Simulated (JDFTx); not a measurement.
# Li under changes of volume

One of the cells (21.609 Å³/atom); the others are scaled copies at fixed shape and fractional positions:

```
CELL_PARAMETERS angstrom
-1.75465 1.75465 1.75465
1.75465 -1.75465 1.75465
1.75465 1.75465 -1.75465
ATOMIC_POSITIONS crystal
Li 0.00000 0.00000 0.00000
```

```yaml
Program: JDFTx 1.7.0 (patched build)
Functional: LDA
Potentials_or_basis: PseudoDojo-SR-LDA-0.4.1-standard
Cutoff: 1007 eV
Density_cutoff: 4027 eV
k_mesh: 11 × 11 × 11
Occupations: fermi-dirac, width 0.05 eV
Spin: no spin polarisation
```

```tsv
volume (Å³/atom)	energy over the lowest point (meV/atom)	pressure (GPa)
20.312	0.00	-0.9
20.744	2.74	-1.2
21.177	6.11	-1.4
21.609	10.05	-1.6
22.041	14.50	-1.8
22.473	19.43	-1.9
22.905	?	?
```

**Question.** What does the run at 22.905 Å³/atom give?

**Answer.** Energy over the lowest point 24.77 meV/atom; pressure -2.1 GPa.

Worked out: A Birch-Murnaghan fit of order 3 (a polynomial in V^(-2/3)) to the other rows has no minimum within the range. It gives 24.79 meV/atom at 22.905 Å³/atom, against the run's 24.77, and -dE/dV = -2.1 GPa, against -2.1.

Energies are extrapolated to zero smearing.
